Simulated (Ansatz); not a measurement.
## Eigenvalues along a path: As (hcp type)

```
As
1.0
     2.95826    0.00000    0.00000
    -1.47913    2.56193    0.00000
     0.00000    0.00000    5.11888
As
2
Direct
  0.33333 0.66667 0.25000
  0.66667 0.33333 0.75000
```

The cell comes from a relaxation on PAW files under the same functional, begun from a prototype that needn't be the stable phase.

Level of theory: DFT with PBE, scalar-relativistic, in Ansatz 0.2.0; a Γ-centred 16×16×9 k mesh, Fermi–Dirac smearing of 0.1 eV, no spin polarisation. LAPW: all electrons, basis error target 1 meV/atom.

Path points, in fractions of the reciprocal vectors: Γ (0.000, 0.000, 0.000), M (0.500, 0.000, 0.000), K (0.333, 0.333, 0.000), A (0.000, 0.000, 0.500), L (0.500, 0.000, 0.500), H (0.333, 0.333, 0.500). Levels in eV from the Fermi level; bands 19 to 26, counted from the lowest band of the run. The gap is zero, the pressure 0.01 GPa.

```
# k(1/Å) point b19 b20 b21 b22 b23 b24 b25 b26
0.000 Γ -15.00 -11.29 -6.72 4.57 4.57 4.77 5.94 5.94
0.175 - -14.89 -11.19 -6.61 3.53 4.19 4.74 5.35 5.93
0.350 - -14.56 -10.89 -6.27 1.48 3.43 3.88 4.62 5.70
0.526 - -14.02 -10.42 -5.72 -0.73 2.06 2.65 4.21 5.23
0.701 - -13.27 -9.81 -4.97 -2.79 0.17 1.97 3.31 4.72
0.876 - -12.35 -9.20 -4.48 -4.03 -1.62 1.46 2.01 4.30
1.051 - -11.32 -9.01 -5.36 -3.16 -3.01 0.66 1.14 4.03
1.226 M -10.66 -9.31 -5.33 -3.96 -2.39 -0.09 1.03 3.93
1.327 - -10.62 -9.28 -5.30 -3.93 -2.35 -0.07 0.64 3.59
1.429 - -10.53 -9.22 -5.22 -3.82 -2.24 -0.24 -0.04 2.77
1.530 - -10.37 -9.13 -5.09 -3.64 -2.06 -1.24 0.01 1.75
1.631 - -10.15 -9.04 -4.94 -3.40 -2.15 -1.81 0.02 0.68
1.732 - -9.89 -8.98 -4.85 -3.11 -2.80 -1.49 -0.35 -0.05
1.833 - -9.58 -9.03 -4.90 -3.03 -2.83 -1.22 -1.10 -0.26
1.934 K -9.25 -9.25 -4.96 -2.85 -2.85 -1.62 -0.65 -0.65
2.137 - -10.24 -8.71 -4.53 -3.77 -1.90 -1.84 -0.81 0.42
2.339 - -11.52 -8.74 -3.84 -3.38 -3.18 -0.56 0.53 1.65
2.541 - -12.71 -9.38 -4.40 -2.75 -1.77 1.01 2.07 2.92
2.743 - -13.70 -10.14 -5.40 -0.98 0.13 2.69 3.67 3.96
2.946 - -14.42 -10.76 -6.13 1.14 2.17 4.21 4.54 5.04
3.148 - -14.85 -11.16 -6.57 3.32 3.93 4.73 5.33 5.82
3.350 Γ -15.00 -11.29 -6.72 4.57 4.57 4.77 5.94 5.94
3.438 - -14.97 -11.40 -6.56 4.48 4.58 4.58 5.92 5.92
3.526 - -14.89 -11.69 -6.10 3.74 4.63 4.63 5.87 5.87
3.613 - -14.76 -12.08 -5.44 2.75 4.71 4.71 5.79 5.79
3.701 - -14.57 -12.51 -4.64 1.65 4.82 4.82 5.69 5.69
3.789 - -14.34 -12.94 -3.73 0.53 4.95 4.95 5.55 5.55
3.876 - -14.05 -13.35 -2.74 -0.60 5.09 5.09 5.41 5.41
3.964 A -13.72 -13.72 -1.69 -1.69 5.25 5.25 5.25 5.25
4.139 - -13.61 -13.61 -1.61 -1.61 4.38 4.38 5.00 5.00
4.314 - -13.29 -13.29 -1.38 -1.38 2.56 2.56 4.39 4.39
4.489 - -12.76 -12.76 -1.22 -1.22 0.73 0.73 3.70 3.70
4.665 - -12.04 -12.04 -2.21 -2.21 0.25 0.25 3.07 3.07
4.840 - -11.16 -11.16 -3.92 -3.92 0.77 0.77 2.58 2.58
5.015 - -10.27 -10.27 -5.39 -5.39 1.33 1.33 2.28 2.28
5.190 L -9.80 -9.80 -6.06 -6.06 1.58 1.58 2.18 2.18
5.291 - -9.78 -9.78 -6.02 -6.02 1.25 1.25 2.18 2.18
5.392 - -9.70 -9.70 -5.91 -5.91 0.43 0.43 2.23 2.23
5.494 - -9.57 -9.57 -5.73 -5.73 -0.59 -0.59 2.34 2.34
5.595 - -9.41 -9.41 -5.48 -5.48 -1.63 -1.63 2.47 2.47
5.696 - -9.23 -9.23 -5.17 -5.17 -2.59 -2.59 2.61 2.61
5.797 - -9.07 -9.07 -4.84 -4.84 -3.38 -3.38 2.72 2.72
5.898 H -9.00 -9.00 -4.66 -4.66 -3.72 -3.72 2.77 2.77
6.100 - -9.40 -9.40 -4.68 -4.68 -2.91 -2.91 2.51 2.51
6.303 - -10.40 -10.40 -3.85 -3.85 -1.56 -1.56 1.82 1.82
6.505 - -11.50 -11.50 -2.45 -2.45 -0.20 -0.20 1.27 1.27
6.707 - -12.45 -12.45 -1.23 -1.23 0.48 0.48 2.21 2.21
6.910 - -13.15 -13.15 -1.29 -1.29 2.14 2.14 3.75 3.75
7.112 - -13.58 -13.58 -1.58 -1.58 4.16 4.16 4.88 4.88
7.314 A -13.72 -13.72 -1.69 -1.69 5.25 5.25 5.25 5.25
```
